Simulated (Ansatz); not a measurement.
# GaP: equation of state with PBEsol

**What was measured.**

“Phosphorous dimerization in GaP at high pressure”, 2017, arxiv:1709.06667 reports, for a bulk crystal of GaP: bulk modulus 87.5 ± 0.6 GPa.

The system is GaP.

```
CELL_PARAMETERS angstrom
0.00000 2.72525 2.72525
2.72525 0.00000 2.72525
2.72525 2.72525 0.00000
ATOMIC_POSITIONS crystal
Ga 0.00000 0.00000 0.00000
P 0.75000 0.75000 0.75000
```

- Program: Ansatz 0.2.0
- Task: equation of state
- Functional: PBEsol
- Potentials or basis: all-electron LAPW, scalar-relativistic
- Basis error allowed: 0.001 eV/atom
- k mesh: 8 × 8 × 8
- Occupations: fermi-dirac, width 0.05 eV
- Spin: no spin polarisation

```
Equilibrium volume                      : 20.10 Å³/atom
Bulk modulus                            : 85 GPa
Pressure derivative of the bulk modulus : 4.5
```

Energy against volume, from the lowest point:
```
volume (Å³/atom)  energy (meV/atom)
          19.026              16.66
          19.431               6.08
          19.836               0.72
          20.240               0.00
          20.645               3.45
          21.050              10.64
          21.455              21.17
```

All runs of the series together: 79 s on 1 thread of Arm Neoverse V1, on a shared host.

Against the measured bulk modulus of GaP, 87.5 GPa (“Phosphorous dimerization in GaP at high pressure”, 2017, arxiv:1709.06667), the calculated 85 GPa is off by -2.9 %. The fit is for a static lattice scaled at fixed shape and fixed fractional positions.
